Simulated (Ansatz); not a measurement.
`CN[SiH2]Cl` + `F[C](F)F`• → `C[N][SiH2]Cl`• + trifluoromethane  (hydrogen abstraction from the N–H bond)

Computed with Ansatz on PBE0-D4/def2-TZVP structures; ΔE is electronic, products minus reactants. CCSD(T)/CBS adds triple-zeta CCSD(T) − MP2 to the extrapolated MP2 energy (def2 sets, frozen cores). This one scheme is used for every species. Functionals use def2-TZVPP. Open shells (•) are unrestricted, without spin–orbit coupling. Each species was taken in one conformer, which may not be the lowest.

```
        species  PBE energy (Eh)
   `CN[SiH2]Cl`       -845.82508
    `F[C](F)F`•       -337.39606
`C[N][SiH2]Cl`•       -845.15182
       `FC(F)F`       -338.06606
```

(1) Work out ΔE.

Largest T1 diagnostic among the species: 0.014.

## Answers

(1) ΔE = (-845.15182) + (-338.06606) − (-845.82508) − (-337.39606) = 0.00326 Eh = +8.6 kJ/mol. CCSD(T)/CBS gives +6.9 kJ/mol.

In def2-TZVPP, CCSD(T) changes the Hartree–Fock value by +17.4 kJ/mol (the triples alone add +2.6 kJ/mol) and MP2 by +36.4 kJ/mol. Leaving LDA and LC-ωPBE aside and taking each functional with its dispersion term where it has one, the values, not all of them listed here, spread over 19.4 kJ/mol, from B97M-V to PBE-QIDH. LDA lies +10.9 kJ/mol from PBE without D4.
